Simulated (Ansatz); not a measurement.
# InP: the cost of one run

Computed with Ansatz 0.2.0 (reference: DFT, PBEsol, plane waves, PAW, unless a step's input says otherwise).

8 further runs of the same task are left out: 6 for a known fault of the program, 2 that didn't finish.

**1. The structure to begin with**

The structure is cubic, space group Pm-3m (No. 221). Conventional cell: a = 3.413 Å, b = 3.413 Å, c = 3.413 Å, α = 90.00°, β = 90.00°, γ = 90.00°. In (site symmetry m-3m) is surrounded by 8 P at 2.96 Å. P (site symmetry m-3m) is surrounded by 8 In at 2.96 Å.

Coordinates:

```
In P
1.0
     3.41340    0.00000    0.00000
     0.00000    3.41340    0.00000
     0.00000    0.00000    3.41340
In P
1 1
Direct
  0.00000 0.00000 0.00000
  0.50000 0.50000 0.50000
```

**2. Reference**

Contents of input.yaml:

```yaml
crystal:
  lattice:
    - [3.413399131, 0.0, 0.0]
    - [0.0, 3.413399131, 0.0]
    - [0.0, 0.0, 3.413399131]
  atoms:
    - { symbol: In, position: [0.0, 0.0, 0.0] }
    - { symbol: P, position: [0.5, 0.5, 0.5] }
kpoints:
  mp_grid: { grid: [6, 6, 6] }
hamiltonian:
  xc: pbesol
scf:
  occupations: { method: fermi_dirac, width: 0.02 }
  n_extra_bands: 4
output:
  forces: true
  stress: true
  eigenvalues: true
```

The run is started by

```bash
ansatz run input.yaml --threads 4 --pin off --max-ram 3686MiB --backend cpu --events-out ev --progress --plain --runs-dir out
```

**Question.** How long does this run take on 4 threads of an x86-64 CPU, shared host, and how much memory does it need?

About 2.9 s, with a peak of 0.32 GiB.
